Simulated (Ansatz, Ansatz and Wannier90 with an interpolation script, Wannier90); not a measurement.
Planning a run of Ansatz 0.2.0 on AlP (F-43m). The input:

```yaml
crystal:
  lattice:
    - [0.0, 2.7255, 2.7255]
    - [2.7255, 0.0, 2.7255]
    - [2.7255, 2.7255, 0.0]
  atoms:
    - { symbol: Al, position: [0.0, 0.0, 0.0] }
    - { symbol: P, position: [0.75, 0.75, 0.75] }
kpoints:
  mp_grid: { grid: [8, 8, 8] }
hamiltonian:
  xc: lda
scf:
  occupations: { method: fixed }
gw:
  n_empty_bands: 186
  ecut_chi: 160.0
  qp_bands: [v3, c4]
  screening: { model: godby_needs }
```

The database entry behind the starting cell differs from later determinations by our own check (0.1 to 0.3 % short, probably kX units), so it need not match the best structure at ambient conditions.

```sh
ansatz run input.yaml --threads 12 --pin off --max-ram 22118MiB --backend cpu --events-out ev --progress --plain --runs-dir out
```

**Question.** Estimate wall time and host memory on 12 threads of Arm Neoverse V2, shared host.

It took 4.8 min; on shared hardware allow 2.4 min to 9.5 min. Peak host memory was 2.8 GiB. The sizes that set the cost: 749 plane waves a state, 29 irreducible k points, 190 bands summed, 169 plane waves in the screening and 6 SCF cycles.

The screening grows as filled bands × empty bands × pairs of k points, times the square of the screening basis for the matrix.

[Paths, hosts, dates, memory and timing lines, banners, echoed tables and standing remarks are left out of the program output.]

[Logs are printed without paths, hosts, clocks, repeated set-up lines and the standing remarks that a program may print on its own settings, such as how far it seeks lower states.]

[Runs of the session that timed out or met a known fault of the program may be left out.]

[Hosts, paths, dates, database ids (printed as entryN), source tags and the programs' standing remarks are cut or masked in the printed files.]
